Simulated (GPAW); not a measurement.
NaCl:

```xyz
2
Lattice="3.5022 0.0000 0.0000 0.0000 3.5022 0.0000 0.0000 0.0000 3.5022" Properties=species:S:1:pos:R:3 pbc="T T T"
Cl    1.7511    1.7511    1.7511
Na    0.0000    0.0000    0.0000
```

Measurements of this composition are mostly on another form, of space group No. 225.

Program: GPAW 26.7.0. Alike in all runs: no spin polarisation; cell as given; cutoff (eV) 800.

Order these runs on this cell by their band gap on the k mesh, lowest first.
A. level PBE; potentials or basis GPAW PAW data sets (gpaw-data 1.2.1), pw; k mesh 8 × 8 × 8; smearing gaussian 0.015 eV
B. level RPBE; potentials or basis the program's PAW data sets (release 1.2.1) made for this functional, pw; k mesh 8 × 8 × 8; smearing fermi-dirac 0.05 eV; band path GXMGRX,MR; band points 60
C. level LDA; potentials or basis PAW data sets generated in the run's folder for this functional, pw; k mesh 6 × 6 × 6; smearing fermi-dirac 0.05 eV; band path GXMGRX,MR; band points 60
D. level r2SCAN; potentials or basis GPAW PAW data sets (gpaw-data 1.2.1), pw; k mesh 8 × 8 × 8; smearing fermi-dirac 0.05 eV; band path GXMGRX,MR; band points 100

C (3.60 eV), A (3.98 eV), B (4.27 eV), D (4.79 eV).

A k mesh can miss the band edges.
